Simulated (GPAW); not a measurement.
# Calculated records

### CuCl (Nantokite): one start, several treatments of the self-energy

Symmetry: F-43m, No. 216, cubic system. The conventional cell has a = 5.406 Å, b = 5.406 Å, c = 5.406 Å, α = 90.00°, β = 90.00°, γ = 90.00°. Nearest to Cu lie 4 Cl at 2.34 Å. Cl has 4 Cu at 2.34 Å nearest. Farther neighbours and most contacts between anions are not listed.

```
Cu Cl
1.0
     0.00000    2.70285    2.70285
     2.70285    0.00000    2.70285
     2.70285    2.70285    0.00000
Cu Cl
1 1
Direct
  0.00000 0.00000 0.00000
  0.25000 0.25000 0.25000
```

```yaml
method: DFT, PBE, plane waves, PAW (and 1 further level or step)
program: GPAW 26.7.0
settings_of_one_run: cutoff 600 eV, GPAW PAW setups 1.2.1 data release, 6×6×6 k-mesh, nbands 217
cost: 3 runs, 9.7 min in all on 4 MPI ranks of AMD EPYC 9R45, shared host (the runs of this entry)
notes: The database entry behind the starting cell differs from later determinations by our own check (0.1 to 0.3 % short, probably kX units). The cell and positions come from the Crystallography Open Database and are kept as given unless a step says otherwise. Limits: no spin polarisation. Bands and cutoff are finite, so the gap is not at the basis limit. The miss can reach some tenths of an eV and take either sign; the mesh is an error of its own. The 6×6×6 mesh is coarse for this cell, which bears on the long-range parts of exchange and screening.
g0w0_godby_needs_plasmon_pole: 1.517 eV
g0w0_with_ralda_vertex: 1.993 eV
known_limits: not at the basis limit; d shell near the gap, gap tends to lie low; coarse k mesh
```

G0W0 with rALDA vertex: +0.476 eV against G0W0, Godby-Needs plasmon pole, at other bands or cutoff, so not like for like. With the rALDA kernel as a vertex the gap is 1.18 eV (in the polarisability), 2.11 eV (in the self-energy) and 1.82 eV (in both), against 1.52 eV without.

[Paths, hosts, dates, memory and timing lines, banners, echoed tables and standing remarks are left out of the program output.]

[Logs are printed without paths, hosts, clocks, repeated set-up lines and the standing remarks that a program may print on its own settings, such as how far it seeks lower states.]

[Runs of the session that timed out or met a known fault of the program may be left out.]

[Hosts, paths, dates, database ids (printed as entryN), source tags and the programs' standing remarks are cut or masked in the printed files.]
